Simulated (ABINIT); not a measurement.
# Al (Fm-3m) in ABINIT: notebook

Aim: see how the results for Al move with the level of theory and the settings. Levels: PBE, r2SCAN. Tasks: equation of state.

Everything below comes from runs of ABINIT 10.8.3 (patched build). Logs are shortened: lines on timing, memory, paths and dates and some standing lists are left out, and cuts for length are marked. The log counts tension as positive stress, the text compression.

**What was measured.**

From “The interpretation of polycrystalline coherent inelastic neutron scattering from aluminium”, 2013, pmc:3831299, for a bulk crystal of Al: bulk modulus 76.9 GPa.

How close the calculation comes is told below.

## 1. The structure

The structure is cubic, space group Fm-3m (No. 225). The conventional cell has a = 4.050 Å, b = 4.050 Å, c = 4.050 Å, α = 90.00°, β = 90.00°, γ = 90.00°. Around Al (site symmetry m-3m) lie 12 Al at 2.86 Å.

## 2. Equation of state, PBE

Input file run.abi:

```
# Datasets: one volume each
ndtset 7
getwfk -1
scalecart1 3*0.9795861087
scalecart2 3*0.9864848297
scalecart3 3*0.9932883884
scalecart4 3*1.0000000000
scalecart5 3*1.0066227096
scalecart6 3*1.0131594038
scalecart7 3*1.0196128224

# Pseudopotentials
pp_dirpath "./"
pseudos "Al.GGA_PBE-JTH.xml"

# Structure
acell 3*1.0 Angstrom
rprim
     0.0000000000     2.0248050000     2.0248050000
     2.0248050000     0.0000000000     2.0248050000
     2.0248050000     2.0248050000     0.0000000000
ntypat 1
znucl 13
natom 1
typat 1
xred
     0.0000000000     0.0000000000     0.0000000000

# Plane-wave basis
ecut 15.0
pawecutdg 30.0

# k points
kptopt 1
ngkpt 11 11 11
nshiftk 1
shiftk 0.0 0.0 0.0

# Exchange and correlation
ixc 11

# Bands and occupations
nband 6
occopt 3
tsmear 0.05 eV

# SCF cycle
nstep 100
tolvrs 1.0e-9

# Output
iomode 3
prtwf 1
prtden 0
prteig 0
prtebands 0
enunit 1
```

Potentials or basis: JTH PAW PBE v2.0.

Run with:

```console
$ abinit run.abi > log 2>&1
```

run.abo:

```text
.Version 10.8.3 of ABINIT
 DATASET    1 : space group Fm -3 m (#225); Bravais cF (face-center cubic)
================================================================================
 Values of the parameters that define the memory need for DATASET  1.
     intxc =       0    ionmov =       0      iscf =      17    lmnmax =       8
     lnmax =       4     mgfft =      20  mpssoang =       2    mqgrid =    3001
     natom =       1  nloc_mem =       2    nspden =       1   nspinor =       1
    nsppol =       1      nsym =      48    n1xccc =       1    ntypat =       1
    occopt =       3   xclevel =       2
       mpw =         303          nfft =        8000          nkpt =          56
 PAW method is used; the additional fine FFT grid is defined by:
   mgfftf=        30    nfftf =     27000
================================================================================
================================================================================

 DATASET    2 : space group Fm -3 m (#225); Bravais cF (face-center cubic)
================================================================================
 Values of the parameters that define the memory need for DATASET  2.
     intxc =       0    ionmov =       0      iscf =      17    lmnmax =       8
     lnmax =       4     mgfft =      20  mpssoang =       2    mqgrid =    3001
     natom =       1  nloc_mem =       2    nspden =       1   nspinor =       1
    nsppol =       1      nsym =      48    n1xccc =       1    ntypat =       1
    occopt =       3   xclevel =       2
       mpw =         307          nfft =        8000          nkpt =          56
 PAW method is used; the additional fine FFT grid is defined by:
   mgfftf=        30    nfftf =     27000
================================================================================
================================================================================
[... 57 lines left out ...]
 DATASET    7 : space group Fm -3 m (#225); Bravais cF (face-center cubic)
================================================================================
 Values of the parameters that define the memory need for DATASET  7.
     intxc =       0    ionmov =       0      iscf =      17    lmnmax =       8
     lnmax =       4     mgfft =      20  mpssoang =       2    mqgrid =    3001
     natom =       1  nloc_mem =       2    nspden =       1   nspinor =       1
    nsppol =       1      nsym =      48    n1xccc =       1    ntypat =       1
    occopt =       3   xclevel =       2
       mpw =         337          nfft =        8000          nkpt =          56
 PAW method is used; the additional fine FFT grid is defined by:
   mgfftf=        30    nfftf =     27000
================================================================================
================================================================================

--------------------------------------------------------------------------------
------------- Echo of variables that govern the present computation ------------
--------------------------------------------------------------------------------
 -outvars: echo values of preprocessed input variables --------
            acell      1.8897261259E+00  1.8897261259E+00  1.8897261259E+00 Bohr
              amu      2.69815390E+01
             ecut      1.50000000E+01 Hartree
           enunit           1
           getwfk          -1
                       outvar_i_n : Printing only first  50 k-points.
              ixc          11
           jdtset        1    2    3    4    5    6    7
                       outvar_i_n : Printing only first  50 k-points.
         kptrlatt       11    0    0      0   11    0      0    0   11
          kptrlen1     5.83085676E+01
          kptrlen2     5.87192048E+01
          kptrlen3     5.91241777E+01
          kptrlen4     5.95236775E+01
          kptrlen5     5.99178855E+01
          kptrlen6     6.03069736E+01
          kptrlen7     6.06911048E+01
            natom           1
            nband           6
           ndtset           7
            ngfft          20      20      20
          ngfftdg          30      30      30
             nkpt          56
            nstep         100
             nsym          48
           ntypat           1
                       prtocc : prtvol=0, do not print more k-points.
           occopt           3
        pawecutdg      3.00000000E+01 Hartree
         pawxcdev           0
           prtden           0
        prtebands           0
           prteig           0
            rprim1     0.0000000000E+00  1.9834708508E+00  1.9834708508E+00
                       1.9834708508E+00  0.0000000000E+00  1.9834708508E+00
                       1.9834708508E+00  1.9834708508E+00  0.0000000000E+00
            rprim2     0.0000000000E+00  1.9974394156E+00  1.9974394156E+00
                       1.9974394156E+00  0.0000000000E+00  1.9974394156E+00
                       1.9974394156E+00  1.9974394156E+00  0.0000000000E+00
            rprim3     0.0000000000E+00  2.0112152953E+00  2.0112152953E+00
                       2.0112152953E+00  0.0000000000E+00  2.0112152953E+00
                       2.0112152953E+00  2.0112152953E+00  0.0000000000E+00
            rprim4     0.0000000000E+00  2.0248050000E+00  2.0248050000E+00
                       2.0248050000E+00  0.0000000000E+00  2.0248050000E+00
                       2.0248050000E+00  2.0248050000E+00  0.0000000000E+00
            rprim5     0.0000000000E+00  2.0382146955E+00  2.0382146955E+00
                       2.0382146955E+00  0.0000000000E+00  2.0382146955E+00
                       2.0382146955E+00  2.0382146955E+00  0.0000000000E+00
            rprim6     0.0000000000E+00  2.0514502266E+00  2.0514502266E+00
                       2.0514502266E+00  0.0000000000E+00  2.0514502266E+00
                       2.0514502266E+00  2.0514502266E+00  0.0000000000E+00
            rprim7     0.0000000000E+00  2.0645171409E+00  2.0645171409E+00
                       2.0645171409E+00  0.0000000000E+00  2.0645171409E+00
                       2.0645171409E+00  2.0645171409E+00  0.0000000000E+00
          spgroup         225
           tolvrs      1.00000000E-09
           tsmear      1.83746611E-03 Hartree
            typat      1
           useylm           1
                       outvars : Printing only first  50 k-points.
            znucl       13.00000

================================================================================

 chkinp: Checking input parameters for consistency, jdtset=   1.

 chkinp: Checking input parameters for consistency, jdtset=   2.

 chkinp: Checking input parameters for consistency, jdtset=   3.

 chkinp: Checking input parameters for consistency, jdtset=   4.

 chkinp: Checking input parameters for consistency, jdtset=   5.

 chkinp: Checking input parameters for consistency, jdtset=   6.

 chkinp: Checking input parameters for consistency, jdtset=   7.

================================================================================
== DATASET  1 ==================================================================
[... 22 lines left out ...]
 getcut: wavevector=  0.0000  0.0000  0.0000  ngfft=  20  20  20
         ecut(hartree)=     15.000   => boxcut(ratio)=   2.16411

 Fine grid specifications (used for densities):

 getcut: wavevector=  0.0000  0.0000  0.0000  ngfft=  30  30  30
         ecut(hartree)=     30.000   => boxcut(ratio)=   2.29794

 getcut : COMMENT -
  Note that boxcut > 2.2 ; recall that boxcut=Gcut(box)/Gcut(sphere) = 2
  is sufficient for exact treatment of convolution.
  Such a large boxcut is a waste : you could raise ecut
  e.g. ecut=   39.603806 Hartrees makes boxcut=2

--- Pseudopotential description ------------------------------------------------
- pspini: atom type   1  psp file is ./Al.GGA_PBE-JTH.xml
 Pseudopotential format is: paw10
 basis_size (lnmax)=  4 (lmn_size=  8), orbitals=   0   0   1   1
 Spheres core radius: rc_sph= 1.90363307
 Shapefunction is SIN type: shapef(r)=[sin(pi*r/rshp)/(pi*r/rshp)]**2
 Radius for shape functions =  1.60786206
 Compensation charge density is not taken into account in XC energy/potential

  -1.09563711E+01                                ecore*ucvol(ha*bohr**3)
--------------------------------------------------------------------------------

================================================================================

--- !BeginCycle
iteration_state: {dtset: 1, }
solver: {iscf: 17, nstep: 100, nline: 4, wfoptalg: 10, }
tolerances: {tolvrs: 1.00E-09, }
...

     iter   Etot(hartree)      deltaE(h)  residm     nres2
 ETOT  1  -2.0929478212969    -2.093E+00 3.075E-01 3.961E-01
 ETOT  2  -2.1050401804713    -1.209E-02 8.522E-03 4.235E-02
 ETOT  3  -2.1049275804978     1.126E-04 9.067E-04 2.243E-03
 ETOT  4  -2.1049181837156     9.397E-06 8.325E-04 2.959E-05
 ETOT  5  -2.1049181668012     1.691E-08 1.620E-03 2.300E-08
 ETOT  6  -2.1049181657973     1.004E-09 5.221E-04 2.452E-09
 ETOT  7  -2.1049181657367     6.065E-11 4.262E-04 1.428E-10
[... 1141 lines left out ...]
--- !EnergyTermsWithPAWCore
iteration_state     : {dtset: 7, }
comment             : 'Components of total free energy, including PAW core contributions'
Total energy        : -2.42821984623167E+02
Total energy DC     : -2.42821984366587E+02
Total energy (eV)   : -6.60752281259666E+03
Total energy DC (eV): -6.60752280561476E+03
...

 Cartesian components of stress tensor (hartree/bohr^3)
  sigma(1 1)=  1.52651539E-04  sigma(3 2)=  0.00000000E+00
  sigma(2 2)=  1.52651539E-04  sigma(3 1)=  0.00000000E+00
  sigma(3 3)=  1.52651539E-04  sigma(2 1)=  0.00000000E+00

-Cartesian components of stress tensor (GPa)         [Pressure= -4.4912E+00 GPa]
- sigma(1 1)=  4.49116333E+00  sigma(3 2)=  0.00000000E+00
- sigma(2 2)=  4.49116333E+00  sigma(3 1)=  0.00000000E+00
- sigma(3 3)=  4.49116333E+00  sigma(2 1)=  0.00000000E+00

== END DATASET(S) ==============================================================
================================================================================

 -outvars: echo values of variables after computation  --------
            acell      1.8897261259E+00  1.8897261259E+00  1.8897261259E+00 Bohr
           etotal1    -2.1049181657E+00
           etotal2    -2.1052211531E+00
           etotal3    -2.1053765981E+00
           etotal4    -2.1054009403E+00
           etotal5    -2.1053113945E+00
           etotal6    -2.1051133114E+00
           etotal7    -2.1048224035E+00
            fcart1    -0.0000000000E+00 -0.0000000000E+00 -0.0000000000E+00
            fcart2    -0.0000000000E+00 -0.0000000000E+00 -0.0000000000E+00
            fcart3    -0.0000000000E+00 -0.0000000000E+00 -0.0000000000E+00
            fcart4    -0.0000000000E+00 -0.0000000000E+00 -0.0000000000E+00
            fcart5    -0.0000000000E+00 -0.0000000000E+00 -0.0000000000E+00
            fcart6    -0.0000000000E+00 -0.0000000000E+00 -0.0000000000E+00
            fcart7    -0.0000000000E+00 -0.0000000000E+00 -0.0000000000E+00
            rprim1     0.0000000000E+00  1.9834708508E+00  1.9834708508E+00
                       1.9834708508E+00  0.0000000000E+00  1.9834708508E+00
                       1.9834708508E+00  1.9834708508E+00  0.0000000000E+00
            rprim2     0.0000000000E+00  1.9974394156E+00  1.9974394156E+00
                       1.9974394156E+00  0.0000000000E+00  1.9974394156E+00
                       1.9974394156E+00  1.9974394156E+00  0.0000000000E+00
            rprim3     0.0000000000E+00  2.0112152953E+00  2.0112152953E+00
                       2.0112152953E+00  0.0000000000E+00  2.0112152953E+00
                       2.0112152953E+00  2.0112152953E+00  0.0000000000E+00
            rprim4     0.0000000000E+00  2.0248050000E+00  2.0248050000E+00
                       2.0248050000E+00  0.0000000000E+00  2.0248050000E+00
                       2.0248050000E+00  2.0248050000E+00  0.0000000000E+00
            rprim5     0.0000000000E+00  2.0382146955E+00  2.0382146955E+00
                       2.0382146955E+00  0.0000000000E+00  2.0382146955E+00
                       2.0382146955E+00  2.0382146955E+00  0.0000000000E+00
            rprim6     0.0000000000E+00  2.0514502266E+00  2.0514502266E+00
                       2.0514502266E+00  0.0000000000E+00  2.0514502266E+00
                       2.0514502266E+00  2.0514502266E+00  0.0000000000E+00
            rprim7     0.0000000000E+00  2.0645171409E+00  2.0645171409E+00
                       2.0645171409E+00  0.0000000000E+00  2.0645171409E+00
                       2.0645171409E+00  2.0645171409E+00  0.0000000000E+00
           strten1    -1.6601368820E-04 -1.6601368820E-04 -1.6601368820E-04
                       0.0000000000E+00  0.0000000000E+00  0.0000000000E+00
           strten2    -9.7315590803E-05 -9.7315590803E-05 -9.7315590803E-05
                       0.0000000000E+00  0.0000000000E+00  0.0000000000E+00
           strten3    -3.5592594069E-05 -3.5592594069E-05 -3.5592594069E-05
                       0.0000000000E+00  0.0000000000E+00  0.0000000000E+00
           strten4     1.9704680476E-05  1.9704680476E-05  1.9704680476E-05
                       0.0000000000E+00  0.0000000000E+00  0.0000000000E+00
           strten5     6.9142351287E-05  6.9142351287E-05  6.9142351287E-05
                       0.0000000000E+00  0.0000000000E+00  0.0000000000E+00
           strten6     1.1331272766E-04  1.1331272766E-04  1.1331272766E-04
                       0.0000000000E+00  0.0000000000E+00  0.0000000000E+00
           strten7     1.5265153890E-04  1.5265153890E-04  1.5265153890E-04
                       0.0000000000E+00  0.0000000000E+00  0.0000000000E+00
 Calculation completed.
```

Wall time 14 s (1 thread of Arm Neoverse V1, shared host); peak memory 0.11 GiB.

What came out:

```yaml
Equilibrium_volume: 16.50 Å³/atom
Bulk_modulus: 79 GPa
Pressure_derivative_of_the_bulk_modulus: 4.4
```

Energy against volume, from the lowest point:
```
volume (Å³/atom)  energy (meV/atom)
          15.607              13.14
          15.939               4.89
          16.271               0.66
          16.603               0.00
          16.935               2.44
          17.267               7.83
          17.599              15.74
```

Caveat: pressures at fixed basis lie under the slope of the energies.

## 3. Equation of state, r2SCAN

Input file run.abi:

```
ndtset 7
getwfk -1
scalecart1 3*0.9795861087
scalecart2 3*0.9864848297
scalecart3 3*0.9932883884
scalecart4 3*1.0000000000
scalecart5 3*1.0066227096
scalecart6 3*1.0131594038
scalecart7 3*1.0196128224

pp_dirpath "./"
pseudos "Al.upf"

acell 5.4112434042 5.4112434042 5.4112434042
rprim
     0.0000000000     0.7071067812     0.7071067812
     0.7071067812     0.0000000000     0.7071067812
     0.7071067812     0.7071067812     0.0000000000
ntypat 1
znucl 13
natom 1
typat 1
xred
     0.0000000000     0.0000000000     0.0000000000

ecut 24.0

kptopt 1
ngkpt 11 11 11
nshiftk 1
shiftk 0.0 0.0 0.0

ixc -497498
usekden 1
nc_xccc_gspace 1
boxcutmin 3.0

nband 6
occopt 3
tsmear 0.05 eV

nstep 100
tolvrs 1.0e-9

iomode 3
prtwf 1
prtden 0
prteig 0
prtebands 0
enunit 1
```

Potentials or basis: PseudoDojo NC SR PBE v0.5 standard.

Run with:

```console
$ abinit run.abi > log 2>&1
```

Wall time 4.6 min (1 thread of Arm Neoverse V1, shared host); peak memory 0.11 GiB.

The run converged. Its results:

| Item | Value |
| --- | --- |
| Equilibrium volume | 16.31 Å³/atom (rough: see the caveat) |
| Bulk modulus | 84 GPa (rough) |

Energy against volume, from the lowest point:
```
volume (Å³/atom)  energy (meV/atom)
          15.607               8.73
          15.939               2.35
          16.271               0.00
          16.603               1.26
          16.935               5.75
          17.267              13.12
          17.599              23.06
```

Caveat: a meta-GGA on potentials with a model core is unreliable; pressures at fixed basis lie under the slope of the energies; the potentials were made for another functional, which shifts forces and pressure; the fit is rough or its minimum lies at the end of the range.

## 4. The reference run

An earlier run on the cell as given: functional PBE; potentials or basis JTH PAW PBE v2.0; cutoff 544 eV; k mesh 11 × 11 × 11; occupations fermi-dirac, width 0.05 eV; no spin polarisation.

* Pressure: -0.6 GPa
* Band gap on the k mesh: none (metal or under the smearing width)
* Valence electrons inside the program's atomic spheres: Al 0.73 (radii [1.0074] Å)

## 5. How close it comes

Step 2. Against the measured bulk modulus of Al, 76.9 GPa (quoted in “The interpretation of polycrystalline coherent inelastic neutron scattering from aluminium”, 2013, pmc:3831299), the calculated 79 GPa is off by +2.6 %. The fit is for a static lattice scaled at fixed shape and fixed fractional positions. The cell as given is a measured one (16.60 Å³/atom); PBE puts the equilibrium volume -0.6 % from it, thermal expansion not counted.
